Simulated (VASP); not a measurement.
**Si: single point with PBE**

The system is Si, a sheet with vacuum.

```
Si
1.0
     2.37111    0.00000    0.00000
     0.00000    2.44378    0.00000
     0.00000    0.00000   23.80000
Si
1
Direct
  0.50000 0.50000 0.29412
```

The cell was built by a generator and needn't be a form met in nature.

| Property | Result |
| --- | --- |
| Program | VASP 6.6.1 |
| Task | single point |
| Functional | PBE |
| Potentials or basis | VASP PAW PBE potentials, release 64 (Si) |
| Cutoff | 520 eV |
| k mesh | 8 × 6 × 1 |
| Occupations | gaussian, width 0.1 eV |
| Spin | no spin polarisation |
| Dipole correction | yes |
| Further INCAR settings | ALGO = Fast; EDIFF = 1e-07; NBANDS = 8 |

The band gap on the k mesh is none (metal or under the smearing width).

Levels at points of the mesh, in eV from the Fermi level:
```
           k point  band 1  band 2  band 3  band 4  band 5  band 6  band 7
(0.00, 0.00, 0.00)  -11.38   -2.99    3.31    4.69    5.01    5.70    5.78
(0.50, 0.00, 0.00)   -5.33   -4.95    2.05    4.72    9.51   10.21   11.28
(0.00, 0.50, 0.00)   -5.97   -4.99    1.57    4.55    9.06    9.87   10.88
(0.50, 0.50, 0.00)   -1.03   -0.52    1.51    3.28    6.38    9.02    9.38
```

It took 50 s on 1 thread of Intel(R) Xeon(R) Platinum 8488C (Sapphire Rapids), with other jobs on the host, peak memory 0.21 GiB.

Caveat: the k mesh is coarse (spacing up to 0.43 Å⁻¹), so the values aren't converged.
